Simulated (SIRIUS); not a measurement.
Runs of SIRIUS 7.12.0 on MoS2. Symmetry: P6_3/mmc, No. 194, hexagonal system. The conventional cell has a = 3.169 Å, b = 3.169 Å, c = 12.324 Å, α = 90.00°, β = 90.00°, γ = 120.00°. Mo (site symmetry -6m2) has 6 S at 2.41 Å as nearest neighbours. S (site symmetry 3m) is surrounded by 3 Mo at 2.41 Å. 

| task | level | potentials or basis | cutoff (eV) | muffin tin radii | basis cutoff (gk_cutoff) | valence relativity | smallest sphere radius times basis cutoff | reference energy of the basis | gap on the mesh (eV) | largest force (eV/Å) |
| --- | --- | --- | --- | --- | --- | --- | --- | --- | --- | --- |
| band structure | PBE | all-electron FP-LAPW (ZORA valence), apw+lo standard | 190 | Mo 2.35, S 2.12 bohr | 3.74 1/bohr | zora | 7.93 | 0.27 Ha | 0.93 | 0.08 |
| band structure | PBE | all-electron FP-LAPW (no relativity for the valence, core without relativity), apw+lo standard | 190 | Mo 2.35, S 2.12 bohr | 3.74 1/bohr | none | 7.93 | 0.27 Ha | (a) | 0.07 |
| single point | PBEsol | all-electron FP-LAPW, apw+lo standard | 200 | Mo 2.3, S 2.08 bohr | 3.83 1/bohr | iora | 7.97 | 0.28 Ha | 0.89 | 0.31 |
| band structure | PBE | all-electron FP-LAPW (Koelling-Harmon valence), apw+lo standard | 190 | Mo 2.35, S 2.12 bohr | 3.74 1/bohr | koelling_harmon | 7.93 | 0.27 Ha | 0.93 | 0.08 |

Alike in all rows: no spin polarisation; cell as given; k mesh 10 × 10 × 3; smearing fermi-dirac 0.05 eV.

Q: Estimate the missing entries.

A: (a) 0.90.

Caveats: relativity is left out for the valence states, which matters for the heavier elements (some runs); relativity is left out for the core states (some runs); an odd mesh through Γ misses points on the zone boundary, where band edges often lie (some runs).

A k mesh can miss the band edges, and the runs leave out spin-orbit coupling on Mo.

A gap of «none» marks a metal or a gap under the smearing width.

Not every run made on this cell is shown here.
